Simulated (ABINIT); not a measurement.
The system is KBr.

```
CELL_PARAMETERS angstrom
0.00000 3.30000 3.30000
3.30000 0.00000 3.30000
3.30000 3.30000 0.00000
ATOMIC_POSITIONS crystal
Br 0.50000 0.50000 0.50000
K 0.00000 0.00000 0.00000
```

Base run:

```yaml
Program: ABINIT 10.8.3 (patched build)
Functional: PW91
Potentials_or_basis: JTH PAW PBE v2.0
Cutoff: 435 eV
k_mesh: 7 × 7 × 7
Occupations: fermi-dirac, width 0.05 eV
Spin: no spin polarisation
```

Its results: band gap on the k mesh 4.45 eV, direct; pressure 0.6 GPa.

Q: After a change of settings the same cell gave: band gap on the k mesh 4.29 eV, direct; pressure 0.6 GPa. Which change was it?
A. functional from PW91 to SOGGA
B. functional from PW91 to PBEsol; k mesh from 7 × 7 × 7 to 9 × 9 × 9
C. functional from PW91 to HCTH407; spin from no spin polarisation to spin-orbit coupling, no magnetisation
D. spin from no spin polarisation to spin-orbit coupling, no magnetisation

A: D.

Spin-orbit coupling splits the band edges, which narrows the gap.

Caveats: the PAW data sets were made with another functional, which shifts forces and pressure a little.

The runs don't all hold the same shells in valence.
